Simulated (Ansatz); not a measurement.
# TiSe2: the cost of one run

Computed with Ansatz 0.2.0 (DFT PBE, scalar-relativistic, plane waves, PAW, unless a step's input says otherwise).

A COD entry behind a cell of this session may itself be a prediction, so a difference from it is no test against experiment.

The runs add the D3(BJ) dispersion term to the functional named.

### 1 The system as given

The structure is trigonal, space group P-3m1 (No. 164). Conventional cell: a = 3.536 Å, b = 3.536 Å, c = 6.004 Å, α = 90.00°, β = 90.00°, γ = 120.00°. Ti (site symmetry -3m) is surrounded by 6 Se at 2.55 Å. Se (site symmetry 3m) has 3 Ti at 2.55 Å as nearest neighbours.

Structure file:

```
CELL_PARAMETERS angstrom
3.53600 0.00000 0.00000
-1.76800 3.06227 0.00000
0.00000 0.00000 6.00400
ATOMIC_POSITIONS crystal
Ti 0.00000 0.00000 0.00000
Se 0.33333 0.66667 0.25520
Se 0.66667 0.33333 0.74480
```

The moments start at Ti 1.00 μB.

### 2 First run, at the start cell

Contents of input.yaml:

```yaml
crystal:
  lattice:
    - [3.536, 0.0, 0.0]
    - [-1.768, 3.0622658278, 0.0]
    - [0.0, 0.0, 6.004]
  atoms:
    - { symbol: Ti, position: [0.0, 0.0, 0.0], spin: 1.0 }
    - { symbol: Se, position: [0.3333333333, 0.6666666667, 0.2552] }
    - { symbol: Se, position: [0.6666666667, 0.3333333333, 0.7448] }
basis:
  ecutwfc: 420
  ecutrho_ratio: 4
kpoints:
  mp_grid: { grid: [12, 12, 6] }
hamiltonian:
  xc: pbe
  dispersion: d3bj
scf:
  occupations: { method: gaussian, width: 0.05 }
output:
  forces: true
  stress: true
  eigenvalues: true
  populations: true
magnetization:
  spin_polarized: true
relax:
  f_tol: 0.01
  max_steps: 60
  cell: { stress_tol: 0.04 }
```

Command:

```
ansatz run input.yaml --threads 8 --pin off --max-ram 22528MiB --backend cpu --events-out ev --progress --plain --runs-dir out
```

Q: Estimate wall time and peak memory on 8 threads of Intel Xeon 6975P-C (Granite Rapids), shared host.

About 12 s, with a peak of 0.72 GiB.
